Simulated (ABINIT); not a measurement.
# NiO (F-43m) in ABINIT: convergence with smearing width

Aim: find how far smearing width must go before the results for NiO settle, at BLYP. This setting moves, with any that are tied to it; all else stays.

Program: ABINIT 10.8.3 (patched build). These are calculated values, not measurements. Logs are shortened: lines on timing, memory, paths and dates and some standing lists are left out, and cuts for length are marked. The log counts tension as positive stress, the text compression.

## (1) Starting point

Symmetry: F-43m, No. 216, cubic system. Conventional cell: a = 4.481 Å, b = 4.481 Å, c = 4.481 Å, α = 90.00°, β = 90.00°, γ = 90.00°. Ni (site symmetry -43m) is surrounded by 4 O at 1.94 Å. O (site symmetry -43m) is surrounded by 4 Ni at 1.94 Å.

The cell was built by a generator and needn't be a form met in nature.

## (2) With smearing width 0.272 eV

Contents of run.abi:

```
# Pseudopotentials
pp_dirpath "./"
pseudos "Ni_ONCV_PBE-1.2.upf, O_ONCV_PBE-1.2.upf"

# Structure
acell 5.9880306048 5.9880306048 5.9880306048
rprim
     0.0000000000     0.7071067812     0.7071067812
     0.7071067812     0.0000000000     0.7071067812
     0.7071067812     0.7071067812     0.0000000000
ntypat 2
znucl 28 8
natom 2
typat 1 2
xred
     0.0000000000     0.0000000000     0.0000000000
     0.7500000000     0.7500000000     0.7500000000

# Plane-wave basis
ecut 1142.878222 eV

# k points
kptopt 1
ngkpt 7 7 7
nshiftk 1
shiftk 0.0 0.0 0.0

# Exchange and correlation
ixc -106131

# Bands and occupations
nband 17
occopt 3
tsmear 0.272 eV

# Spin
nsppol 2
spinat
     0.0000000000     0.0000000000     1.0000000000
     0.0000000000     0.0000000000     0.0000000000

# SCF cycle
nstep 100
tolvrs 1.0e-10

# Output
iomode 3
prtwf 0
prtden 0
prteig 0
prtebands 0
```

Potentials or basis: SG15 NC PBE v1.2.

Launch:

```sh
$ abinit run.abi > log 2>&1
```

It took 58 s on 1 thread of Arm Neoverse V1, shared host; peak memory 0.09 GiB.

It converged, with:

```yaml
Free_energy: -4625.4384 eV
Pressure: 4.8 GPa
Band_gap_on_the_k_mesh: none (metal or under the smearing width)
Net_moment: 1.38 μB per cell
Site_moments: Ni +1.10; O +0.27 μB
Valence_electrons_inside_the_program's_atomic_spheres: Ni 16.25; O 6.22
```

## (3) With smearing width 0.2 eV

run.abi, as its differences from that of step 2:

```diff
@@ -33,3 +33,3 @@
 occopt 3
-tsmear 0.272 eV
+tsmear 0.2 eV
```

Potentials or basis: SG15 NC PBE v1.2.

Launch:

```sh
$ abinit run.abi > log 2>&1
```

Run time: 59 s. Hardware: 1 thread of Arm Neoverse V1, shared host; peak memory 0.09 GiB.

Results (log left out):

```
Free energy                                           : -4625.3246 eV
Pressure                                              : 4.9 GPa
Band gap on the k mesh                                : none (metal or under the smearing width)
Net moment                                            : 1.67 μB per cell
Site moments                                          : Ni +1.31; O +0.34 μB
Valence electrons inside the program's atomic spheres : Ni 16.24; O 6.22
```

## (4) With smearing width 0.136 eV

run.abi, as its differences from that of step 3:

```diff
@@ -33,3 +33,3 @@
 occopt 3
-tsmear 0.2 eV
+tsmear 0.136 eV
```

Launch:

```sh
$ abinit run.abi > log 2>&1
```

Run time: 59 s. Hardware: 1 thread of Arm Neoverse V1, shared host; peak memory 0.09 GiB.

It converged, with:

```yaml
Free_energy: -4625.2594 eV
Pressure: 5.1 GPa
Band_gap_on_the_k_mesh: none (metal or under the smearing width)
Net_moment: 1.82 μB per cell
Site_moments: Ni +1.42; O +0.38 μB
Valence_electrons_inside_the_program's_atomic_spheres: Ni 16.24; O 6.23
```

## (5) With smearing width 0.1 eV

run.abi, as its differences from that of step 4:

```diff
@@ -33,3 +33,3 @@
 occopt 3
-tsmear 0.136 eV
+tsmear 0.1 eV
```

Launch:

```sh
$ abinit run.abi > log 2>&1
```

Wall time 58 s (1 thread of Arm Neoverse V1, shared host); peak memory 0.09 GiB.

Results (log left out):

```yaml
Free_energy: -4625.2351 eV
Pressure: 5.1 GPa
Band_gap_on_the_k_mesh: none (metal or under the smearing width)
Net_moment: 1.87 μB per cell
Site_moments: Ni +1.45; O +0.40 μB
Valence_electrons_inside_the_program's_atomic_spheres: Ni 16.24; O 6.23
```

## (6) With smearing width 0.05 eV

run.abi, as its differences from that of step 5:

```diff
@@ -33,3 +33,3 @@
 occopt 3
-tsmear 0.1 eV
+tsmear 0.05 eV
```

Potentials or basis: SG15 NC PBE v1.2.

Launch:

```sh
$ abinit run.abi > log 2>&1
```

Wall time 55 s (1 thread of Arm Neoverse V1, shared host); peak memory 0.09 GiB.

Results (log left out):

```
Free energy                                           : -4625.2126 eV
Pressure                                              : 5.1 GPa
Band gap on the k mesh                                : none (metal or under the smearing width)
Net moment                                            : 1.89 μB per cell
Site moments                                          : Ni +1.47; O +0.41 μB
Valence electrons inside the program's atomic spheres : Ni 16.24; O 6.23
```

## (7) With smearing width 0.025 eV

run.abi, as its differences from that of step 6:

```diff
@@ -33,3 +33,3 @@
 occopt 3
-tsmear 0.05 eV
+tsmear 0.025 eV
```

Launch:

```sh
$ abinit run.abi > log 2>&1
```

It took 62 s on 1 thread of Arm Neoverse V1, shared host; peak memory 0.09 GiB.

The run converged. Its results:

```yaml
Free_energy: -4625.2059 eV
Pressure: 5.1 GPa
Band_gap_on_the_k_mesh: none (metal or under the smearing width)
Net_moment: 1.90 μB per cell
Site_moments: Ni +1.47; O +0.41 μB
Valence_electrons_inside_the_program's_atomic_spheres: Ni 16.24; O 6.23
```

## (8) With smearing width 0.01 eV

run.abi, as its differences from that of step 7:

```diff
@@ -33,3 +33,3 @@
 occopt 3
-tsmear 0.025 eV
+tsmear 0.01 eV
```

Potentials or basis: SG15 NC PBE v1.2.

Launch:

```sh
$ abinit run.abi > log 2>&1
```

run.abo:

```text
.Version 10.8.3 of ABINIT
 Symmetries : space group F-4 3 m (#216); Bravais cF (face-center cubic)
================================================================================
 Values of the parameters that define the memory need of the present run
     intxc =       0    ionmov =       0      iscf =       7    lmnmax =       6
     lnmax =       6     mgfft =      36  mpssoang =       3    mqgrid =    3001
     natom =       2  nloc_mem =       1    nspden =       2   nspinor =       1
    nsppol =       2      nsym =      24    n1xccc =       0    ntypat =       2
    occopt =       3   xclevel =       2
       mpw =        1992          nfft =       46656          nkpt =          20
================================================================================
================================================================================

--------------------------------------------------------------------------------
------------- Echo of variables that govern the present computation ------------
--------------------------------------------------------------------------------
 -outvars: echo values of preprocessed input variables --------
            acell      5.9880306048E+00  5.9880306048E+00  5.9880306048E+00 Bohr
              amu      5.86900000E+01  1.59994000E+01
             ecut      4.20000000E+01 Hartree
              ixc     -106131
         kptrlatt        7    0    0      0    7    0      0    0    7
          kptrlen      4.19162142E+01
            natom           2
            nband          17
            ngfft          36      36      36
             nkpt          20
           nspden           2
           nsppol           2
            nstep         100
             nsym          24
           ntypat           2
           occopt           3
           prtden           0
        prtebands           0
           prteig           0
            prtwf           0
            rprim      0.0000000000E+00  7.0710678120E-01  7.0710678120E-01
                       7.0710678120E-01  0.0000000000E+00  7.0710678120E-01
                       7.0710678120E-01  7.0710678120E-01  0.0000000000E+00
          spgroup         216
           spinat      0.0000000000E+00  0.0000000000E+00  1.0000000000E+00
                       0.0000000000E+00  0.0000000000E+00  0.0000000000E+00
           tolvrs      1.00000000E-10
           tsmear      3.67493222E-04 Hartree
            typat      1  2
           xangst      0.0000000000E+00  0.0000000000E+00  0.0000000000E+00
                       3.3609449978E+00  3.3609449978E+00  3.3609449978E+00
            xcart      0.0000000000E+00  0.0000000000E+00  0.0000000000E+00
                       6.3512655700E+00  6.3512655700E+00  6.3512655700E+00
             xred      0.0000000000E+00  0.0000000000E+00  0.0000000000E+00
                       7.5000000000E-01  7.5000000000E-01  7.5000000000E-01
            znucl       28.00000    8.00000

================================================================================

 chkinp: Checking input parameters for consistency.

================================================================================
[... 114 lines left out ...]
       0.750000000000      0.750000000000      0.750000000000
 rms dE/dt=  6.0727E-31; max dE/dt=  0.0000E+00; dE/dt below (all hartree)
    1       0.000000000000      0.000000000000      0.000000000000
    2      -0.000000000000      0.000000000000     -0.000000000000

 cartesian coordinates (angstrom) at end:
    1      0.00000000000000     0.00000000000000     0.00000000000000
    2      3.36094499777306     3.36094499777306     3.36094499777306

 cartesian forces (hartree/bohr) at end:
    1     -0.00000000000000    -0.00000000000000     0.00000000000000
    2      0.00000000000000     0.00000000000000    -0.00000000000000
 frms,max,avg= 7.1709969E-32 1.2420531E-31   0.000E+00  0.000E+00  0.000E+00 h/b

 cartesian forces (eV/Angstrom) at end:
    1     -0.00000000000000    -0.00000000000000     0.00000000000000
    2      0.00000000000000     0.00000000000000    -0.00000000000000
 frms,max,avg= 3.6874749E-30 6.3868938E-30   0.000E+00  0.000E+00  0.000E+00 e/A
 length scales=  5.988030604800  5.988030604800  5.988030604800 bohr
              =  3.168729332100  3.168729332100  3.168729332100 angstroms
 Fermi (or HOMO) energy (hartree) =   0.16436   Average Vxc (hartree)=  -0.40873
 Magnetization (Bohr magneton)=  1.89422717E+00
 Total spin up =  1.29471136E+01   Total spin down =  1.10528864E+01
 Eigenvalues (hartree) for nkpt=  20  k points, SPIN UP:
 kpt#   1, nband= 17, wtk=  0.00292, kpt=  0.0000  0.0000  0.0000 (reduced coord)
  -3.65846   -2.22008   -2.22008   -2.22008   -0.56605   -0.05533   -0.05533   -0.05533
   0.07580    0.07580    0.16968    0.16968    0.16968    0.19010    0.69352    0.69352
   0.69352
      occupation numbers for kpt#   1
   1.00000    1.00000    1.00000    1.00000    1.00000    1.00000    1.00000    1.00000
   1.00000    1.00000    0.00000    0.00000    0.00000    0.00000    0.00000    0.00000
   0.00000
 prteigrs : prtvol=0 or 1, do not print more k-points.

 Eigenvalues (hartree) for nkpt=  20  k points, SPIN DOWN:
 kpt#   1, nband= 17, wtk=  0.00292, kpt=  0.0000  0.0000  0.0000 (reduced coord)
  -3.61331   -2.16064   -2.16064   -2.16064   -0.54169   -0.01692   -0.01692   -0.01692
   0.11480    0.11480    0.20109    0.22925    0.22925    0.22925    0.70077    0.70077
   0.70077
      occupation numbers for kpt#   1
   1.00000    1.00000    1.00000    1.00000    1.00000    1.00000    1.00000    1.00000
   1.00000    1.00000    0.00000    0.00000    0.00000    0.00000    0.00000    0.00000
   0.00000
 prteigrs : prtvol=0 or 1, do not print more k-points.

--- !EnergyTerms
iteration_state     : {dtset: 1, }
comment             : Components of total free energy in Hartree
kinetic             :  7.65313027194236E+01
hartree             :  5.36663079942683E+01
xc                  : -1.84906351230500E+01
Ewald energy        : -1.07681403971636E+02
psp_core            :  6.65336303961250E+00
local_psp           : -1.27272851694937E+02
non_local_psp       : -5.33791686352617E+01
internal            : -1.69973085671580E+02
'-kT*entropy'       : -2.52432864422255E-05
total_energy        : -1.69973110914867E+02
total_energy_eV     : -4.62520397253540E+03
band_energy         : -2.08396378554976E+01
...

 Cartesian components of stress tensor (hartree/bohr^3)
  sigma(1 1)= -1.69420732E-04  sigma(3 2)=  0.00000000E+00
  sigma(2 2)= -1.69420732E-04  sigma(3 1)=  0.00000000E+00
  sigma(3 3)= -1.69420732E-04  sigma(2 1)=  0.00000000E+00

-Cartesian components of stress tensor (GPa)         [Pressure=  4.9845E+00 GPa]
- sigma(1 1)= -4.98453003E+00  sigma(3 2)=  0.00000000E+00
- sigma(2 2)= -4.98453003E+00  sigma(3 1)=  0.00000000E+00
- sigma(3 3)= -4.98453003E+00  sigma(2 1)=  0.00000000E+00

== END DATASET(S) ==============================================================
================================================================================

 -outvars: echo values of variables after computation  --------
            acell      5.9880306048E+00  5.9880306048E+00  5.9880306048E+00 Bohr
           etotal     -1.6997311091E+02
            fcart     -3.8510396447E-48 -1.2420530940E-31  3.8510396447E-48
                       3.8510396447E-48  1.2420530940E-31 -3.8510396447E-48
            rprim      0.0000000000E+00  7.0710678120E-01  7.0710678120E-01
                       7.0710678120E-01  0.0000000000E+00  7.0710678120E-01
                       7.0710678120E-01  7.0710678120E-01  0.0000000000E+00
           strten     -1.6942073218E-04 -1.6942073218E-04 -1.6942073218E-04
                       0.0000000000E+00  0.0000000000E+00  0.0000000000E+00
           xangst      0.0000000000E+00  0.0000000000E+00  0.0000000000E+00
                       3.3609449978E+00  3.3609449978E+00  3.3609449978E+00
             xred      0.0000000000E+00  0.0000000000E+00  0.0000000000E+00
                       7.5000000000E-01  7.5000000000E-01  7.5000000000E-01
 Calculation completed.
```

Wall time 71 s (1 thread of Arm Neoverse V1, shared host); peak memory 0.09 GiB.

Results:

- Free energy: -4625.2040 eV
- Pressure: 5.0 GPa
- Band gap on the k mesh: none (metal or under the smearing width)
- Net moment: 1.89 μB per cell
- Site moments: Ni +1.47; O +0.41 μB
- Valence electrons inside the program's atomic spheres: Ni 16.24; O 6.23

## (9) The series at a glance

```tsv
smearing width	energy less the tightest run, at zero smearing (meV/atom)	pressure (GPa)	largest site moment (μB)	SCF cycles	CPU time (s)	peak memory (GiB)
0.272 eV	12.26	4.77	1.10	15	58	0.09
0.2 eV	2.85	4.92	1.31	15	59	0.09
0.136 eV	-1.12	5.08	1.42	15	59	0.09
0.1 eV	-1.42	5.14	1.45	15	58	0.09
0.05 eV	-0.34	5.13	1.47	14	55	0.09
0.025 eV	0.05	5.06	1.47	16	62	0.09
0.01 eV	0.00	4.98	1.47	19	71	0.09
```

Against the tightest run, the energy stays within 1 meV/atom from 0.05 eV on; the pressure stays within 0.1 GPa from 0.025 eV on; the largest site moment stays within 0.02 μB from 0.1 eV on. Narrower smearing needs a denser k mesh, so at a fixed mesh the narrowest width isn't the most accurate. The tightest run that finished is the yardstick and may itself not be fully converged.

Caveats: small starting moments can end in a higher magnetic state in this program; the potentials were made for another functional, which shifts forces and pressure; a cell with one magnetic atom can't hold antiferromagnetic order, which such compounds often take; semilocal functionals often make such compounds metallic where correlation or magnetic order opens a gap, which also shifts bond lengths.
